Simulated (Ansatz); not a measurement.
Reactions of CH4Br2Si (`[SiH3]C(Br)Br`).

Calculated with Ansatz (gas phase, PBE0-D4/def2-TZVP geometries, no zero-point term in ΔE). CCSD(T)/CBS is the MP2 limit (def2-TZVPP, def2-QZVPP) plus CCSD(T) − MP2 in def2-TZVPP, frozen cores. This one scheme is used for every species. def2 core potentials past Kr. For Br, Se, Sn outer-core shells are correlated without core-valence functions, which leaves a few kJ/mol of doubt a bond. Scalar relativity is left out up to krypton. One conformer a species, not always the lowest.

**Question.** Order these by ΔE at CCSD(T)/CBS, lowest first. (Best estimate.)
A. `[SiH3]C(Br)Br` + `CC(C)=O` → `CC(=O)[SiH3]` + `CC(Br)Br`
B. `[SiH3]C(Br)Br` + `S[SiH2]S` → `[SiH3]S[SiH2]S` + `BrCBr`
C. `[SiH3]C(Br)Br` + `[SiH3][O][SnH3]` → `[SiH3][SiH2][O][SnH3]` + `BrCBr`
D. `[SiH3]C(Br)Br` + `FC[SiH](F)Cl` → `FC[SiH]([SiH3])Cl` + `FC(Br)Br`
E. `[SiH3]C(Br)Br` + `[OH][Al]([Cl])[Cl]` → `[SiH3][O][Al]([Cl])[Cl]` + `BrCBr`
F. `[SiH3]C(Br)Br` + `[NH2][AlH][SeH]` → `[SiH3][NH][AlH][SeH]` + `BrCBr`
G. `[SiH3]C(Br)Br` + H₂ → `BrCBr` + SiH₄
H. `[SiH3]C(Br)Br` + `BNCC=C` → `BN([SiH3])CC=C` + `BrCBr`

**Answer.** E (-108.0 kJ/mol), B (-64.9 kJ/mol), F (-55.8 kJ/mol), H (-36.1 kJ/mol), G (-20.8 kJ/mol), C (+2.6 kJ/mol), A (+33.6 kJ/mol), D (+232.4 kJ/mol).

Largest T1 diagnostic: 0.015, for `CC(=O)[SiH3]`.
